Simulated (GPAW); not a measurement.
Runs of GPAW 26.7.0 on Au. It takes space group Fm-3m (No. 225, cubic). Conventional cell: a = 4.070 Å, b = 4.070 Å, c = 4.070 Å, α = 90.00°, β = 90.00°, γ = 90.00°. Around Au (site symmetry m-3m) lie 12 Au at 2.88 Å. 

| task | level | potentials or basis | spin | U | cell | k mesh | cutoff (eV) | smearing | response ecut | frequency | extrapolate | vertex | qp bands | grid spacing | other keys | mesh quality | gap on the mesh (eV) | pressure (GPa) | moment (μB) |
| --- | --- | --- | --- | --- | --- | --- | --- | --- | --- | --- | --- | --- | --- | --- | --- | --- | --- | --- | --- |
| G0W0 quasiparticle levels | LDA | the program's PAW data sets (release 1.2.1) made for this functional, pw | off | - | as given | 7 × 7 × 7 | 500 | fermi-dirac 0.05 eV | 200 eV | full | yes | none | 4 | - | - | coarse | none | - | - |
| eps q | PBEsol | PAW data sets generated in the run's folder for this functional, pw | off | - | as given | 9 × 9 × 9 | 500 | fermi-dirac 0.05 eV | 50 eV | - | - | - | - | - | - | not flagged | none | - | - |
| phonons | BLYP+D4 | PAW data sets generated in the run's folder for this functional, pw | off | - | relaxed | 10 × 10 × 10 | 510 | fermi-dirac 0.05 eV | - | - | - | - | - | - | - | not flagged | none | 0.0 | - |
| electron localisation function | LDA | the program's PAW data sets (release 1.2.1) made for this functional, pw | collinear, ferromagnetic start | - | volume scaled by 0.92 | 11 × 11 × 11 | 600 | fermi-dirac 0.05 eV | - | - | - | - | - | - | several, not listed | not flagged | none | 20.9 | 0.00 |
| single point | PBEsol | PAW data sets generated in the run's folder for this functional, pw | off | - | as given | 9 × 9 × 9 | 500 | fermi-dirac 0.01 eV | - | - | - | - | - | - | - | not flagged | none | (a) | - |
| density of states | vdW-DF-cx | GPAW PAW data sets (gpaw-data 1.2.1), pw | off | - | cell strained at random at fixed volume | 8 × 8 × 8 | 600 | fermi-dirac 0.05 eV | - | - | - | - | - | - | - | not flagged | none | - | - |
| band structure | RPBE+U | the program's PAW data sets (release 1.2.1) made for this functional, pw | collinear, ferromagnetic start, SOC | Au d U = 5 eV | as given | 11 × 11 × 11 | 600 | fermi-dirac 0.05 eV | - | - | - | - | - | - | - | not flagged | - | 16.1 | 0.00 |

Estimate the missing entries.

(a) 4.1.

Caveats: some runs use coarse meshes; with this Au data set, volumes or pressures lay over 1.5 % or 2 GPa off other programs in two to four cells of ten (some runs); the cutoff is short for stress and forces, so pressures can be off by a GPa or more (some runs); G0W0 is unreliable with partly filled bands (some runs); the long-wavelength limit can be off by several per cent where d states take part (some runs); phonon bands are interpolated from a small supercell (some runs); pairwise dispersion overbinds metals, which lowers pressure and volume (some runs); the PAW data sets were made with another functional, which shifts forces and pressure a little (some runs).

A k mesh can miss the band edges, and rows without SOC leave out spin-orbit coupling on Au.

A gap of «none» marks a metal or a gap under the smearing width.

Runs at the PBE level aren't shown here.
